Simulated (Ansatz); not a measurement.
**P: other elements on the same sites**

One table from this session's results is given with a row withheld; the runs are named, their logs left out.

Method: DFT PBEsol, scalar-relativistic, plane waves, PAW, in Ansatz 0.2.0.

2 further runs of the same task are left out: 2 set aside as unsound or not needed.

**The structure to begin with**

Symmetry: Pm-3m, No. 221, cubic system. Conventional cell: a = 2.422 Å, b = 2.422 Å, c = 2.422 Å, α = 90.00°, β = 90.00°, γ = 90.00°. P (site symmetry m-3m) is surrounded by 6 P at 2.42 Å.

Structure file:

```
CELL_PARAMETERS angstrom
2.42161 0.00000 0.00000
0.00000 2.42161 0.00000
0.00000 0.00000 2.42163
ATOMIC_POSITIONS crystal
P 0.00000 0.00000 0.00000
```

This cell was relaxed beforehand with the same method: volume 14.20 Å³/atom, gap on the mesh none (metal).

Set-up of the first run:

input.yaml

```yaml
crystal:
  lattice:
    - [2.5961764756, 0.0, 0.0]
    - [0.0, 2.5961764756, 0.0]
    - [0.0, 0.0, 2.5962002733]
  atoms:
    - { symbol: As, position: [0.0, 0.0, 0.0] }
basis:
  ecutwfc: 420
kpoints:
  mp_grid: { grid: [8, 8, 8] }
hamiltonian:
  xc: pbesol
scf:
  occupations: { method: gaussian, width: 0.1 }
output:
  forces: true
  stress: true
  eigenvalues: true
```

Command:

```bash
$ ansatz run input.yaml --threads 1 --pin off --max-ram 2560MiB --backend cpu --events-out ev --progress --plain --runs-dir out
```

Steps of the session up to this table: Probe: one point at the start (As); Coarse relaxation (As); Full relaxation (As); Probe: one point at the start (Sb); Rough relaxation on the coarse mesh (Sb); The relaxation (Sb); A first look at the start (Si); Full relaxation (Si).

One of the session's tables, all rows but one given; the rest of the session is left out.

Lengths are those of the vectors of the cell that was run:

```
  swap  volume (Å³/atom)  a (Å)  b (Å)  c (Å)
  none             14.20  2.422  2.422  2.422
 P → N              6.12  1.829  1.829  1.829
P → Bi             33.44  3.222  3.222  3.222
P → As             19.44  2.689  2.689  2.689
P → Sb             28.69  3.061  3.061  3.061
P → Si                 ?      ?      ?      ?
```

**Question.** Estimate the row for P → Si.

**Answer.** volume (Å³/atom): 15.82; a (Å): 2.510; b (Å): 2.510; c (Å): 2.510. In the column «volume (Å³/atom)» it lies between none (14.20) and P → As (19.44).

Lengths are those of the computed cell. Rows of earlier swaps come from the sessions before.

To keep in mind: Warnings in the runs' records: near symmetry operations not taken, structure snapped to symmetry.
